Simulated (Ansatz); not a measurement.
## Ag(111) / 3 layers Al(111) / Ag(111): resistance against film thickness

How does the resistance across the layers grow with the film in Ag(111) / 3 layers Al(111) / Ag(111)?

Method: Ansatz plane-wave DFT, PBE, PAW files; ballistic transport by layer matching (Landauer), zero bias, in Ansatz 0.2.0.

Report form: the programs' logs are mostly left out.

**1. Starting point**

The cell holds 11 atoms: 8 Ag and 3 Al. Cell: a = 2.889 Å, b = 2.889 Å, c = 25.808 Å, α = 86.8°, β = 93.2°, γ = 120.0°. It derives from Ag and Al. Regions: lead, 8 atoms (8 Ag); films, 3 atoms (3 Al). The structure is stacked along c, and the current runs across the ab planes.

**2. With 3 layers**

The film is laid into the lead at the lead's in-plane lattice, and the cell closes on the lead's own image. The mesh across the current, 28×28, is finer than the density's, because channels open and close sharply across the zone. Energies from -1 to 1 eV in steps of 0.036 eV cover the slope of the Fermi function at 300 K, so the program can form a conductance.

File input.yaml:

```yaml
crystal:
  lattice:
    - [2.8893797293, 0.0, 0.0]
    - [-1.4446898646, 2.5022762467, 0.0]
    - [-1.4446898646, 0.8340920822, 25.7540592019]
  atoms:
    - { symbol: Ag, position: [0.0152672934, 0.9847327066, 0.0458018802] }
    - { symbol: Ag, position: [0.3791352136, 0.6208647864, 0.1374056407] }
    - { symbol: Ag, position: [0.7430031337, 0.2569968663, 0.2290094011] }
    - { symbol: Ag, position: [0.1068710539, 0.8931289461, 0.3206131616] }
    - { symbol: Al, position: [0.4703144537, 0.5296855463, 0.4109433612] }
    - { symbol: Al, position: [0.8333333333, 0.1666666667, 0.5] }
    - { symbol: Al, position: [0.1963522129, 0.8036477871, 0.5890566388] }
    - { symbol: Ag, position: [0.5597956128, 0.4402043872, 0.6793868384] }
    - { symbol: Ag, position: [0.923663533, 0.076336467, 0.7709905989] }
    - { symbol: Ag, position: [0.2875314531, 0.7124685469, 0.8625943593] }
    - { symbol: Ag, position: [0.6513993733, 0.3486006267, 0.9541981198] }
kpoints:
  mp_grid: { grid: [15, 15, 1] }
hamiltonian:
  xc: pbe
scf:
  occupations: { method: fermi_dirac, width: 0.1 }
output:
  transmission: { leads: [[0, 1]], kmesh: [28, 28], e_range: [-1.0, 1.0], de: 0.036 }
  write_potential: true
  write_density: true
  volumetric_format: npy
  elf: true
```

Command:

```console
ansatz run input.yaml --threads 4 --pin off --max-ram 8192MiB --backend cpu --events-out ev --progress --plain --runs-dir out
```

Elapsed: 2.8 min, on 4 threads of Arm Neoverse V2, shared host; peak memory 1.1 GiB.

Numbers from this step:

```
free energy                                                                : -62337.0416 eV
energy at zero smearing                                                    : -62336.9883 eV
Fermi energy                                                               : 14.93 eV
cell area                                                                  : 7.230 Å²
step of the lead's potential                                               : 7.9 meV
ballistic conductance of the lead                                          : 8.43e14 S/m²
estimated errors of the lead's conductance                                 : 0, 3.7, 0 % (band edges, k-mesh, distance from neutral)
lead conductance per cell                                                  : 0.7869 G₀
conductance of the junction                                                : 7.34e14 S/m²
junction conductance per cell                                              : 0.6846 G₀
estimated errors of the junction's conductance                             : 0, 0, 4, 0.4, 0.3 % (energy step, band edges, k-mesh, leads' steps, distance from neutral)
area resistance that the stack adds (contact term taken off, spin by spin) : 0.1773 fΩ m²
```

Per spin. Transmission, zone mean against energy, zero at the Fermi level:

```
energy (eV)  transmission, zone mean
     -1.000                    0.583
     -0.892                    0.580
     -0.820                    0.582
     -0.712                    0.587
     -0.640                    0.590
     -0.532                    0.615
     -0.424                    0.640
     -0.352                    0.651
     -0.244                    0.662
     -0.136                    0.670
     -0.064                    0.678
      0.008                    0.686
      0.044                    0.689
      0.116                    0.698
      0.224                    0.718
      0.332                    0.744
      0.404                    0.758
      0.512                    0.774
      0.548                    0.776
      0.620                    0.772
      0.692                    0.757
      0.800                    0.729
      0.872                    0.727
      0.980                    0.758
```

Per spin. Open channels, zone mean, lead against energy, zero at the Fermi level:

energy (eV), open channels, zone mean, lead and a bar from the least value:
```
   -1.000      0.690 
   -0.892      0.690 
   -0.820      0.698 #
   -0.712      0.698 #
   -0.640      0.698 #
   -0.532      0.767 #############
   -0.424      0.800 ##################
   -0.352      0.792 #################
   -0.244      0.792 #################
   -0.136      0.792 #################
   -0.064      0.792 #################
    0.008      0.784 ################
    0.044      0.784 ################
    0.116      0.830 ########################
    0.224      0.861 #############################
    0.332      0.846 ##########################
    0.404      0.846 ##########################
    0.512      0.838 #########################
    0.620      0.838 #########################
    0.692      0.838 #########################
    0.800      0.823 ######################
    0.872      0.846 ##########################
    0.980      0.869 ##############################
```

Transmission over k1 and k2. At 0.0080 eV from the Fermi level.

Ten even steps from '0' (0.000) to '9' (0.994), each cell a mean:
```
5888779999688885200000000001
7887899999998888730000000000
7878999999999989775000000000
7699999999999999996600000000
9999999999999999999992000000
9999999999999999999999400000
7999999999888899999999940000
7699999998877788999999967100
7889999998763347889999997820
5879999998750002688999998873
4887999999860000178999999787
5488999999885100057899999978
7038799999988622267899999988
7002779999999877678899999996
7000169999999998888999999999
9000007999999999999999999999
9000000499999999999999999999
7000000027799999999999999997
7000000000677999999999999977
7000000000057879899999998788
5000000000003688787999977888
4456657775665555777799967875
```
Columns: k1 (b1) from -0.5 to 0.464; rows upwards: k2 (b2) from -0.5 to 0.464.

Open channels over k1 and k2. At 0.0080 eV from the Fermi level.

Ten even steps from '_' (0.00) to '@' (1.00), each cell a mean:
```
@@@@@@@@@@@@@@@@@@@@@@@@@@@@@@@@@@____________________##
@@@@@@@@@@@@@@@@@@@@@@@@@@@@@@@@@@==____________________
@@@@@@@@@@@@@@@@@@@@@@@@@@@@@@@@@@@@**__________________
@@@@@@@@@@@@@@@@@@@@@@@@@@@@@@@@@@@@@@%%________________
@@@@@@@@@@@@@@@@@@@@@@@@@@@@@@@@@@@@@@@@@@::____________
@@@@@@@@@@@@@@@@@@@@@@@@@@@@@@@@@@@@@@@@@@@@++__________
@@@@@@@@@@@@@@@@@@@@@@@@@@@@@@@@@@@@@@@@@@@@@@##________
@@@@@@@@@@@@@@@@@@@@@@@@@@@@@@@@@@@@@@@@@@@@@@@@@@..____
@@@@@@@@@@@@@@@@@@@@@@@@******@@@@@@@@@@@@@@@@@@@@@@----
@@@@@@@@@@@@@@@@@@@@@@@@______==@@@@@@@@@@@@@@@@@@@@@@@@
@@@@@@@@@@@@@@@@@@@@@@@@________::@@@@@@@@@@@@@@@@@@@@@@
@@@@@@@@@@@@@@@@@@@@@@@@@@::______@@@@@@@@@@@@@@@@@@@@@@
@@++++@@@@@@@@@@@@@@@@@@@@@@======@@@@@@@@@@@@@@@@@@@@@@
@@____--@@@@@@@@@@@@@@@@@@@@@@@@@@@@@@@@@@@@@@@@@@@@@@@@
@@______..@@@@@@@@@@@@@@@@@@@@@@@@@@@@@@@@@@@@@@@@@@@@@@
@@__________##@@@@@@@@@@@@@@@@@@@@@@@@@@@@@@@@@@@@@@@@@@
@@____________++@@@@@@@@@@@@@@@@@@@@@@@@@@@@@@@@@@@@@@@@
@@______________::@@@@@@@@@@@@@@@@@@@@@@@@@@@@@@@@@@@@@@
@@__________________%%@@@@@@@@@@@@@@@@@@@@@@@@@@@@@@@@@@
@@____________________**@@@@@@@@@@@@@@@@@@@@@@@@@@@@@@@@
@@++____________________@@@@@@@@@@@@@@@@@@@@@@@@@@@@@@@@
@@@@####################@@@@@@@@@@@@@@@@@@@@@@@@@@@@@@@@
```
Columns: k1 (b1) from -0.5 to 0.464; rows upwards: k2 (b2) from -0.5 to 0.464.

Valence density in the ca plane at fractional y = 0.076, with atoms of Ag within 0.2 Å of it. It is the smooth field of the valence electrons, not physical close to the nuclei.

Ten steps, logarithmic in the rise over the least value, from '0' (0 e/Å³) to '9' (12 e/Å³), each cell a mean:
```
85211111112455321244311111111110011111110000
53111121113688631111110011111110001111110001
21011222124799631111110011111110011111111011
11011221113788521233211111111111111111111112
32111121112455322466531111111111111111111123
75211111001222112589742111111111111111111112
97311111000111112689842111111111111111111112
97311111001122112577631111111111111111111001
```
Columns run along c (16.0 Å, from fractional 0.06 to 0.68 of the cell), rows up along a (2.9 Å).

ELF in the ca plane at fractional y = 0.076, with atoms of Ag within 0.2 Å of it. It is the smooth field of the valence electrons, not physical close to the nuclei.

Ten even steps from '0' (0.06) to '9' (0.68), each cell a mean:
```
75211111111344311233222468888840028988763211
42111111112677521221112357889830007988764211
11111221113798621221112357888840038988875321
11111221113677521222222468877765589888777522
32111111112344211356522579875568888875468532
64211111111122112578742589864457887875368532
96212111111111222588742589865567888887777422
96212111111122112467532578876765479999875321
```
Columns run along c (16.0 Å, from fractional 0.06 to 0.68 of the cell), rows up along a (2.9 Å).

Electrostatic potential energy in the ca plane at fractional y = 0.076, with atoms of Ag within 0.2 Å of it. With pseudopotentials it is smooth inside the atoms' cores, unlike the true potential.

Values in eV, 5 rows by 16 columns, each cell a mean:
```
  0  16  15  15  -4   8  11  12  16  15  11   2   3  15  16  17
 15  16  13  11 -16   1  16  16  16  15  11   0   4  13  13  16
 14  16  14  13  -8   8   7   6  15  14  14   6  12   5   5  13
 -1  16  16  17  13  15  -7  -9  14  12  16  14  15   3   3  13
 -9  16  16  17  14  15  -5  -5  15  13  14   3   9  10  11  16
```
Columns run along c (16.0 Å, from fractional 0.06 to 0.68 of the cell; values clipped at the 3rd and 97th percentile), rows up along a (2.9 Å).

The lead's potential steps by 7.9 meV from period to period, small in itself. The program estimates the junction's conductance to 4 % from the k-mesh, 0.3 % from the leads' distance from neutral and 0.4 % from their steps.

By hand: 1/G − 1/G_lead = 1/0.7336 − 1/0.8433 = 0.177 fΩ m² with G in 10¹⁵ S/m².

**3. With 5 layers, film layers 5**

The stack now holds 5 film layers; the k-mesh follows the cell, and the energies span -0.27 to 0.27 eV.

System of this step: Ag(111) / 5 layers Al(111) / Ag(111). The cell holds 13 atoms: 8 Ag and 5 Al. Its edges and angles: a = 2.889 Å, b = 2.889 Å, c = 30.387 Å, α = 92.7°, β = 87.3°, γ = 120.0°. It derives from Ag and Al. Regions: lead, 8 atoms (8 Ag); films, 5 atoms (5 Al). The structure is stacked along c, and the current runs across the ab planes.

File input.yaml:

```yaml
crystal:
  lattice:
    - [2.8893797293, 0.0, 0.0]
    - [-1.4446898646, 2.5022762467, 0.0]
    - [1.4446898646, -0.8340920822, 30.3411990967]
  atoms:
    - { symbol: Ag, position: [0.9870408952, 0.0129591048, 0.0388773143] }
    - { symbol: Ag, position: [0.294456019, 0.705543981, 0.116631943] }
    - { symbol: Ag, position: [0.6018711428, 0.3981288572, 0.1943865717] }
    - { symbol: Ag, position: [0.9092862665, 0.0907137335, 0.2721412004] }
    - { symbol: Al, position: [0.2170617294, 0.7829382706, 0.3488148118] }
    - { symbol: Al, position: [0.5251975314, 0.4748024686, 0.4244074059] }
    - { symbol: Al, position: [0.8333333333, 0.1666666667, 0.5] }
    - { symbol: Al, position: [0.1414691353, 0.8585308647, 0.5755925941] }
    - { symbol: Al, position: [0.4496049373, 0.5503950627, 0.6511851882] }
    - { symbol: Ag, position: [0.7573804001, 0.2426195999, 0.7278587996] }
    - { symbol: Ag, position: [0.0647955239, 0.9352044761, 0.8056134283] }
    - { symbol: Ag, position: [0.3722106477, 0.6277893523, 0.883368057] }
    - { symbol: Ag, position: [0.6796257714, 0.3203742286, 0.9611226857] }
kpoints:
  mp_grid: { grid: [15, 15, 1] }
hamiltonian:
  xc: pbe
scf:
  occupations: { method: fermi_dirac, width: 0.1 }
output:
  transmission:
    leads: [[0, 1]]
    kmesh: [28, 28]
    e_range: [-0.27, 0.27]
    de: 0.036
  write_potential: true
  write_density: true
  volumetric_format: npy
```

Wall time 84 s (4 threads); peak memory 1.3 GiB.

This step gave:

| Quantity | Value |
| --- | --- |
| free energy | -63412.0514 eV |
| energy at zero smearing | -63411.9811 eV |
| Fermi energy | 13.89 eV |
| step of the lead's potential | 6.4 meV |
| conductance of the junction | 7.02e14 S/m² |
| junction conductance per cell | 0.6549 G₀ |
| estimated errors of the junction's conductance | 0, 0, 4.8, 0.9, 0 % (energy step, band edges, k-mesh, leads' steps, distance from neutral) |
| area resistance that the stack adds (contact term taken off, spin by spin) | 0.2389 fΩ m² |

Per spin. Transmission, zone mean against energy, zero at the Fermi level:

```
energy (eV)  transmission, zone mean
     -0.270                    0.632
     -0.234                    0.635
     -0.198                    0.636
     -0.162                    0.640
     -0.126                    0.646
     -0.090                    0.649
     -0.054                    0.654
     -0.018                    0.657
      0.018                    0.657
      0.054                    0.653
      0.090                    0.649
      0.126                    0.645
      0.162                    0.655
      0.198                    0.670
      0.234                    0.685
      0.270                    0.689
```

The conductance of the junction is 7.0e14 S/m², 4.3 % under the 7.3e14 S/m² of the last finished run, within the error estimates, leads' steps apart, of 4 and 4.8 %.

**4. With 6 layers, film layers 6**

The stack now holds 6 film layers; the k-mesh follows the cell, and the energies span -0.27 to 0.27 eV.

System of this step: Ag(111) / 6 layers Al(111) / Ag(111). The cell holds 14 atoms: 8 Ag and 6 Al. Its edges and angles: a = 2.889 Å, b = 2.889 Å, c = 32.677 Å, α = 87.5°, β = 92.5°, γ = 120.0°. It derives from Ag and Al. Regions: lead, 8 atoms (8 Ag); films, 6 atoms (6 Al). The structure is stacked along c, and the current runs across the ab planes.

File input.yaml:

```yaml
crystal:
  lattice:
    - [2.8893797293, 0.0, 0.0]
    - [-1.4446898646, 2.5022762467, 0.0]
    - [-1.4446898646, 0.8340920822, 32.6347690441]
  atoms:
    - { symbol: Ag, position: [0.0120483395, 0.9879516605, 0.0361450186] }
    - { symbol: Ag, position: [0.369478352, 0.630521648, 0.1084350559] }
    - { symbol: Ag, position: [0.7269083644, 0.2730916356, 0.1807250931] }
    - { symbol: Ag, position: [0.0843383768, 0.9156616232, 0.2530151304] }
    - { symbol: Al, position: [0.4414333747, 0.5585666253, 0.3243001242] }
    - { symbol: Al, position: [0.7981933582, 0.2018066418, 0.3945800745] }
    - { symbol: Al, position: [0.1549533416, 0.8450466584, 0.4648600248] }
    - { symbol: Al, position: [0.5117133251, 0.4882866749, 0.5351399752] }
    - { symbol: Al, position: [0.8684733085, 0.1315266915, 0.6054199255] }
    - { symbol: Al, position: [0.2252332919, 0.7747667081, 0.6756998758] }
    - { symbol: Ag, position: [0.5823282899, 0.4176717101, 0.7469848696] }
    - { symbol: Ag, position: [0.9397583023, 0.0602416977, 0.8192749069] }
    - { symbol: Ag, position: [0.2971883147, 0.7028116853, 0.8915649441] }
    - { symbol: Ag, position: [0.6546183271, 0.3453816729, 0.9638549814] }
kpoints:
  mp_grid: { grid: [15, 15, 1] }
hamiltonian:
  xc: pbe
scf:
  occupations: { method: fermi_dirac, width: 0.1 }
output:
  transmission:
    leads: [[0, 1]]
    kmesh: [28, 28]
    e_range: [-0.27, 0.27]
    de: 0.036
  write_potential: true
  write_density: true
  volumetric_format: npy
```

Wall time 88 s (4 threads); peak memory 1.4 GiB; 5.7 min of CPU time.

Numbers from this step:

| Item | Value |
| --- | --- |
| free energy | -63949.5607 eV |
| energy at zero smearing | -63949.4863 eV |
| Fermi energy | 13.46 eV |
| step of the lead's potential | 6.7 meV |
| ballistic conductance of the lead | 8.44e14 S/m² |
| estimated errors of the lead's conductance | 0, 3.6, 0.1 % (band edges, k-mesh, distance from neutral) |
| lead conductance per cell | 0.7879 G₀ |
| conductance of the junction | 6.84e14 S/m² |
| junction conductance per cell | 0.6384 G₀ |
| estimated errors of the junction's conductance | 0.2, 0, 6.5, 1.3, 1.5 % (energy step, band edges, k-mesh, leads' steps, distance from neutral) |
| area resistance that the stack adds (contact term taken off, spin by spin) | 0.2772 fΩ m² |

Per spin. The transmission, zone mean by energy, zero at the Fermi level:

```
energy (eV)  transmission, zone mean
     -0.270                    0.646
     -0.234                    0.652
     -0.198                    0.654
     -0.162                    0.655
     -0.126                    0.655
     -0.090                    0.658
     -0.054                    0.654
     -0.018                    0.645
      0.018                    0.628
      0.054                    0.618
      0.090                    0.645
      0.126                    0.652
      0.162                    0.672
      0.198                    0.676
      0.234                    0.676
      0.270                    0.673
```

The conductance of the junction is 6.8e14 S/m², 2.5 % under the 7.0e14 S/m² of the last finished run, within the error estimates, leads' steps apart, of 4.8 and 6.5 %.

**5. With 8 layers, film layers 8**

The stack now holds 8 film layers; the k-mesh follows the cell, and the energies span -0.27 to 0.27 eV.

System of this step: Ag(111) / 8 layers Al(111) / Ag(111). The cell holds 16 atoms: 8 Ag and 8 Al. Cell: a = 2.889 Å, b = 2.889 Å, c = 37.259 Å, α = 92.2°, β = 87.8°, γ = 120.0°. It derives from Ag and Al. Regions: lead, 8 atoms (8 Ag); films, 8 atoms (8 Al). The structure is stacked along c, and the current runs across the ab planes.

File input.yaml:

```yaml
crystal:
  lattice:
    - [2.8893797293, 0.0, 0.0]
    - [-1.4446898646, 2.5022762467, 0.0]
    - [1.4446898646, -0.8340920822, 37.2219089388]
  atoms:
    - { symbol: Ag, position: [0.9894364693, 0.0105635307, 0.0316905921] }
    - { symbol: Ag, position: [0.3016427412, 0.6983572588, 0.0950717764] }
    - { symbol: Ag, position: [0.6138490131, 0.3861509869, 0.1584529607] }
    - { symbol: Ag, position: [0.926055285, 0.073944715, 0.221834145] }
    - { symbol: Al, position: [0.238555285, 0.761444715, 0.284334145] }
    - { symbol: Al, position: [0.5513490131, 0.4486509869, 0.3459529607] }
    - { symbol: Al, position: [0.8641427412, 0.1358572588, 0.4075717764] }
    - { symbol: Al, position: [0.1769364693, 0.8230635307, 0.4691905921] }
    - { symbol: Al, position: [0.4897301974, 0.5102698026, 0.5308094079] }
    - { symbol: Al, position: [0.8025239255, 0.1974760745, 0.5924282236] }
    - { symbol: Al, position: [0.1153176536, 0.8846823464, 0.6540470393] }
    - { symbol: Al, position: [0.4281113817, 0.5718886183, 0.715665855] }
    - { symbol: Ag, position: [0.7406113817, 0.2593886183, 0.778165855] }
    - { symbol: Ag, position: [0.0528176536, 0.9471823464, 0.8415470393] }
    - { symbol: Ag, position: [0.3650239255, 0.6349760745, 0.9049282236] }
    - { symbol: Ag, position: [0.6772301974, 0.3227698026, 0.9683094079] }
kpoints:
  mp_grid: { grid: [15, 15, 1] }
hamiltonian:
  xc: pbe
scf:
  occupations: { method: fermi_dirac, width: 0.1 }
output:
  transmission:
    leads: [[0, 1]]
    kmesh: [28, 28]
    e_range: [-0.27, 0.27]
    de: 0.036
  write_potential: true
  write_density: true
  volumetric_format: npy
```

It took 98 s on 4 threads; peak memory 1.6 GiB; 6.3 min of CPU time.

Numbers from this step:

| Item | Value |
| --- | --- |
| free energy | -65024.5665 eV |
| energy at zero smearing | -65024.4762 eV |
| Fermi energy | 12.77 eV |
| step of the lead's potential | 8.2 meV |
| lead conductance per cell | 0.7877 G₀ |
| conductance of the junction | 6.75e14 S/m² |
| junction conductance per cell | 0.6300 G₀ |
| estimated errors of the junction's conductance | 0.2, 0, 4.9, 1.6, 1.2 % (energy step, band edges, k-mesh, leads' steps, distance from neutral) |
| area resistance that the stack adds (contact term taken off, spin by spin) | 0.2965 fΩ m² |

(Part 1 of 2 ends here.)

[Logs are printed without paths, hosts, clocks, repeated set-up lines and the standing remarks that a program may print on its own settings, such as how far it seeks lower states.]

[Hosts, paths, dates, database ids (printed as entryN), source tags and the programs' standing remarks are cut or masked in the printed files.]
